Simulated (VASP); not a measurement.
Runs of VASP 6.6.1 on ZnS (Wurtzite-4H). The structure is hexagonal, space group P6_3mc (No. 186). Conventional cell: a = 3.823 Å, b = 3.823 Å, c = 12.520 Å, α = 90.00°, β = 90.00°, γ = 120.00°. Zn (site symmetry 3m) is surrounded by 4 S at 2.34 to 2.35 Å. Zn (site symmetry 3m) is surrounded by 4 S at 2.34 to 2.35 Å. S (site symmetry 3m) has 4 Zn at 2.34 to 2.35 Å as nearest neighbours. S (site symmetry 3m) has 4 Zn at 2.34 to 2.35 Å as nearest neighbours. 

| task | level | cell | cutoff (eV) | smearing | gap on the mesh (eV) | pressure (GPa) | relaxed volume (Å³/atom) | largest force (eV/Å) |
| --- | --- | --- | --- | --- | --- | --- | --- | --- |
| relaxation of cell and atoms | PBE+D3 | relaxed | 600 | fermi-dirac 0.05 eV | 2.20 | 0.0 | 19.53 | 0.01 |
| relaxation of cell and atoms | PBE+D4 | relaxed | 600 | fermi-dirac 0.05 eV | 2.20 | 0.0 | 19.50 | 0.01 |
| relaxation of cell and atoms | PBE+MBD | relaxed | 600 | fermi-dirac 0.05 eV | 2.15 | 0.0 | (b) | - |
| single point | PBE | as given | 520 | gaussian 0.014 eV | 2.13 | 1.5 | - | 0.04 |
| relaxation of cell and atoms | PBE+rVV10 | relaxed | 600 | fermi-dirac 0.05 eV | 2.04 | 0.0 | 19.91 | - |
| relaxation of cell and atoms | PBEsol+D3 | relaxed | 600 | fermi-dirac 0.05 eV | 2.24 | 0.0 | 18.75 | - |
| relaxation of cell and atoms | PBEsol+D3(BJ) | relaxed | 600 | fermi-dirac 0.05 eV | 2.24 | 0.0 | (a) | - |
| relaxation of cell and atoms | PBE+TS | relaxed | 600 | fermi-dirac 0.05 eV | 2.09 | 0.0 | 19.96 | 0.01 |

Alike in all rows: potentials or basis VASP PAW PBE potentials, release 64 (Zn, S); no spin polarisation; k mesh 8 × 8 × 3.

Task: Fill in the values left out.

Result: (a) 18.74; (b) 19.71.

Caveats: an odd mesh through Γ misses points on the zone boundary, where band edges often lie; the PAW data sets were made with another functional, which shifts forces and pressure a little (some runs).
